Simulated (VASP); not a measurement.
# Se (R-3m) in VASP: notebook, part 2 of 2

VASP 6.6.1. The steps go on from the part before.

## (3) Relaxation of cell and atoms, LDA, target pressure 30 GPa, at which the enthalpy is minimised

This run uses another cell than the first one, of 15.95 Å³/atom, 1.194 times its volume.

INCAR reads:

```
PREC = Accurate ; ENCUT = 520
EDIFF = 1E-7 ; ISMEAR = 0
SIGMA = 0.1 ; LREAL = F
LASPH = T ; NELM = 60
ALGO = Normal ; ISIF = 3
LWAVE = F ; LCHARG = F
GGA = CA ; IBRION = 2
NSW = 80 ; EDIFFG = -0.002
PSTRESS = 300.0
```

KPOINTS reads:

```
Automatic mesh
0
Gamma
  21 21 21
```

POSCAR reads:

```
Se                                      
1.0
    2.0294708798      1.1717159033      1.1175553848
   -2.0294708798      1.1717159033      1.1175553848
    0.0000000000     -2.3434318078      1.1175553861
  Se            
     1
Direct
     0.0000000000000000    0.0000000000000000    0.0000000000000000
```

Potentials or basis: VASP PAW LDA potentials, release 64 (Se).

On the command line:

```
> cat potpaw_LDA.64/Se/POTCAR > POTCAR
> mpirun -np 1 vasp_std > vasp.out
```

OUTCAR:

```text
PREC = Accurate
   ENCUT = 520
   EDIFF = 1E-7
   ISMEAR = 0
   LREAL = F
   LASPH = T
   NELM = 60
   ISIF = 3
   GGA = CA
   IBRION = 2
   NSW = 80
   EDIFFG = -0.002
   PSTRESS = 300.0

 ion  position               nearest neighbor table
   1  0.000  0.000  0.000-

  LATTYP: Found a trigonal (rhomboedric) cell.
 ALAT       =     2.5962665980
 COS(alpha) =    -0.2220727829

  Lattice vectors:

 A1 = (   2.0294708798,   1.1717159033,   1.1175553848)
 A2 = (  -2.0294708798,   1.1717159033,   1.1175553848)
 A3 = (   0.0000000000,  -2.3434318078,   1.1175553861)

Analysis of symmetry for initial positions (statically):
=====================================================================
 Subroutine PRICEL returns:
 Original cell was already a primitive cell.

 Routine SETGRP: Setting up the symmetry group for a
 trigonal (rhombohedral) supercell.

 Subroutine GETGRP returns: Found 12 space group operations
 (whereof 12 operations were pure point group operations)
 out of a pool of 12 trial point group operations.

The static configuration has the point symmetry D_3d.

Analysis of symmetry for dynamics (positions and initial velocities):
=====================================================================
 Subroutine PRICEL returns:
 Original cell was already a primitive cell.

 Routine SETGRP: Setting up the symmetry group for a
 trigonal (rhombohedral) supercell.

 Subroutine GETGRP returns: Found 12 space group operations
 (whereof 12 operations were pure point group operations)
 out of a pool of 12 trial point group operations.

The dynamic configuration has the point symmetry D_3d.

 Subroutine INISYM returns: Found 12 space group operations
 (whereof 12 operations are pure point group operations),
 and found     1 'primitive' translations

----------------------------------------------------------------------------------------

                                     Primitive cell

  volume of cell :      15.9450

  direct lattice vectors                    reciprocal lattice vectors
     2.029470880  1.171715903  1.117555385     0.246369635  0.142241533  0.298270079
    -2.029470880  1.171715903  1.117555385    -0.246369635  0.142241533  0.298270079
     0.000000000 -2.343431808  1.117555386     0.000000000 -0.284483066  0.298270079

  length of vectors
     2.596266598  2.596266598  2.596267066     0.412184050  0.412184050  0.412184006

  position of ions in fractional coordinates (direct lattice)
     0.000000000  0.000000000  0.000000000

  ion indices of the primitive-cell ions
   primitive index   ion index
                 1           1

----------------------------------------------------------------------------------------

 KPOINTS: Automatic mesh

Automatic generation of k-mesh.
 Grid dimensions read from file:
 generate k-points for:   21   21   21
[... 98 lines left out ...]
  energy-cutoff  :      520.00
  volume of cell :       15.95
 maximum number of plane-waves:       442
   NGX =  9   NGY =  9   NGZ =  9

--------------------------------------- Ionic step        1  -------------------------------------------

 number of electron       6.0000002 magnetization

 Free energy of the ion-electron system (eV)
  ---------------------------------------------------
  ext. energy  EPLUGINS =         0.00000000
  ---------------------------------------------------
  free energy    TOTEN  =        -3.67214443 eV

  energy without entropy =       -3.66961006  energy(sigma->0) =       -3.67087725

------------------------ aborting loop because EDIFF is reached ----------------------------------------

  FORCE on cell =-STRESS in cart. coord.  units (eV):
  Direction    XX          YY          ZZ          XY          YZ          ZX
  --------------------------------------------------------------------------------------
  -------------------------------------------------------------------------------------
  Total        2.9851288      2.9851305      2.9895660      0.0000000     -0.0000000      0.0000000
  in kB      299.9495364    299.9497130    300.3953952      0.0000000     -0.0000002      0.0000000
  external PRESSURE =       0.0982148 kB  Pullay stress =     300.0000000 kB

 VOLUME and BASIS-vectors are now :
 -----------------------------------------------------------------------------
  energy-cutoff  :      520.00
  volume of cell :       15.95
      direct lattice vectors                 reciprocal lattice vectors
     2.029470880  1.171715903  1.117555385     0.246369635  0.142241533  0.298270079
    -2.029470880  1.171715903  1.117555385    -0.246369635  0.142241533  0.298270079
     0.000000000 -2.343431808  1.117555386     0.000000000 -0.284483066  0.298270079

 POSITION                                       TOTAL-FORCE (eV/Angst)
 -----------------------------------------------------------------------------------
      0.00000      0.00000      0.00000         0.000000     -0.000000      0.000000
 -----------------------------------------------------------------------------------
    total drift:                                0.000000     -0.000000      0.000000

  FREE ENERGIE OF THE ION-ELECTRON SYSTEM (eV)
  ---------------------------------------------------
  free  energy   TOTEN  =        -3.6721444260 eV

  energy  without entropy=       -3.6696100641  energy(sigma->0) =       -3.67087725

  enthalpy is  TOTEN    =        -0.6865134552 eV   P V=        2.9856309708

--------------------------------------- Ionic step        2  -------------------------------------------

 number of electron       6.0000002 magnetization

 Free energy of the ion-electron system (eV)
  ---------------------------------------------------
  ext. energy  EPLUGINS =         0.00000000
  ---------------------------------------------------
  free energy    TOTEN  =        -3.67256647 eV

  energy without entropy =       -3.67003564  energy(sigma->0) =       -3.67130105

 E-fermi :   9.1712     XC(G=0): -11.8120

 val. band max:        9.1696776283   @ k =   0.4286   0.4286   0.1905
 cond. band min:       9.1733517510   @ k =   0.4762   0.2381   0.1429
 fundamental gap:      0.0036741227
 Fermi energy:         9.1711743659

 k-point     1 :       0.0000    0.0000    0.0000
  band No.  band energies     occupation
      1      -9.8823      2.00000
      2      11.2089      0.00000
      3      13.2603      0.00000
      4      13.2603      0.00000
      5      18.6607      0.00000
      6      18.6607      0.00000
      7      20.5899      0.00000
[... 221 lines left out ...]
 k-point    24 :      -0.3810    0.0476    0.0000
  band No.  band energies     occupation
      1      -7.0132      2.00000
      2       1.5310      2.00000
      3      11.6931      0.00000
      4      13.2283      0.00000
      5      18.4227      0.00000
      6      19.3770      0.00000
      7      24.5320      0.00000

 [... further k-points ...]

------------------------ aborting loop because EDIFF is reached ----------------------------------------

  FORCE on cell =-STRESS in cart. coord.  units (eV):
  Direction    XX          YY          ZZ          XY          YZ          ZX
  --------------------------------------------------------------------------------------
  -------------------------------------------------------------------------------------
  Total        2.9843313      2.9843335      2.9871377      0.0000000     -0.0000000      0.0000000
  in kB      299.8269923    299.8272196    300.1089453      0.0000000     -0.0000003      0.0000000
  external PRESSURE =      -0.0789476 kB  Pullay stress =     300.0000000 kB

 VOLUME and BASIS-vectors are now :
 -----------------------------------------------------------------------------
  energy-cutoff  :      520.00
  volume of cell :       15.95
      direct lattice vectors                 reciprocal lattice vectors
     2.029421709  1.171687614  1.117767536     0.246375604  0.142244968  0.298213468
    -2.029421709  1.171687614  1.117767536    -0.246375604  0.142244968  0.298213468
     0.000000000 -2.343375229  1.117767538     0.000000000 -0.284489935  0.298213468

 POSITION                                       TOTAL-FORCE (eV/Angst)
 -----------------------------------------------------------------------------------
      0.00000      2.34338      2.23554        -0.000000     -0.000000      0.000000
 -----------------------------------------------------------------------------------
    total drift:                                0.000000      0.000000     -0.000000

  FREE ENERGIE OF THE ION-ELECTRON SYSTEM (eV)
  ---------------------------------------------------
  free  energy   TOTEN  =        -3.6725664697 eV

  energy  without entropy=       -3.6700356383  energy(sigma->0) =       -3.67130105

  enthalpy is  TOTEN    =        -0.6865131667 eV   P V=        2.9860533030

 reached required accuracy - stopping structural energy minimisation
```

CONTCAR:

```text
Se
   1.00000000000000
     2.0294217089788007    1.1716876137361674    1.1177675363691517
    -2.0294217089788007    1.1716876137361674    1.1177675363691517
     0.0000000000000000   -2.3433752290239354    1.1177675380380694
  Se
     1
Direct
     1.0000000000000000    1.0000000000000000    0.0000000000000000

  0.00000000E+00  0.00000000E+00  0.00000000E+00
```

Run time: 65 s. Hardware: 1 thread of Intel Xeon Platinum 8259CL at 2.50GHz (Skylake/Cascade Lake), shared host; peak memory 0.2 GiB.

What came out:

```
Free energy                                            : -3.6726 eV
Relaxed volume                                         : 15.95 Å³/atom
Relaxed cell                                           : a = 2.596 Å, b = 2.596 Å, c = 2.596 Å, α = 102.83°, β = 102.83°, γ = 102.83°
Space group after relaxing (to 0.05 Å)                 : R-3m (No. 166)
Energy change on relaxing (the enthalpy is what falls) : -0.4 meV/atom
Ionic steps                                            : 2
Pressure after relaxing                                : 30.0 GPa
Band gap on the k mesh                                 : none (metal or under the smearing width)
```

Step by step:
| step | energy change (eV) | largest force (eV/Å) | pressure (GPa) | volume (Å³) |
| --- | --- | --- | --- | --- |
| 1 | 0.0000 | 0.0000 | 30.01 | 15.95 |
| 2 | -0.0004 | 0.0000 | 29.99 | 15.95 |

Final structure:
```cif
data_structure
_symmetry_space_group_name_H-M 'P 1'
_symmetry_Int_Tables_number 1
_cell_length_a 2.5963
_cell_length_b 2.5963
_cell_length_c 2.5963
_cell_angle_alpha 102.825
_cell_angle_beta 102.825
_cell_angle_gamma 102.825
_cell_volume 15.95
loop_
_atom_site_label
_atom_site_type_symbol
_atom_site_fract_x
_atom_site_fract_y
_atom_site_fract_z
_atom_site_occupancy
Se1 Se 0.00000 0.00000 0.00000 1
```

Caveat: the cell is relaxed towards a set pressure, so the enthalpy falls and the energy may rise.
